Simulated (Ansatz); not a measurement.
Cu Kα1 powder pattern (kinematic, no thermal factors).
| 2θ (°) | relative intensity | assignment |
| --- | --- | --- |
| 20.73 | 6 | 1 0 0 |
| 29.47 | 4 | 1 1 0 |
| 36.30 | 100 | 1 1 1 |
| 42.17 | 76 | 2 0 0 |
| 47.43 | 2 | 2 1 0 |
| 52.28 | 2 | 2 1 1 |
| 61.16 | 46 | 2 2 0 |
| 65.32 | 1 | 3 0 0 |
| 73.25 | 32 | 3 1 1 |
| 77.09 | 15 | 2 2 2 |

The pattern is computed from a structure relaxed with Ansatz, DFT PBE, scalar-relativistic, plane waves, PAW. Collinear spin, ending at 10.1 μB a primitive cell. Its elements are Al, Fe.

Question: Give the structure.

Answer: AlFe₄.
Space group Pm-3m (No. 221). a = 4.282 Å, b = 4.282 Å, c = 4.282 Å, α = 90.00°, β = 90.00°, γ = 90.00°
```csv
atom,site,symmetry,x,y,z
Al,1a,m-3m,0.0000,0.0000,0.0000
Fe,3d,4/mm.m,0.5000,0.0000,0.0000
Fe,1b,m-3m,0.5000,0.5000,0.5000
```

A pattern alone doesn't exclude other cells with like lines; this is the one computed.

It was reached by relaxing an invented guess, and it needn't be the stable form of this composition.
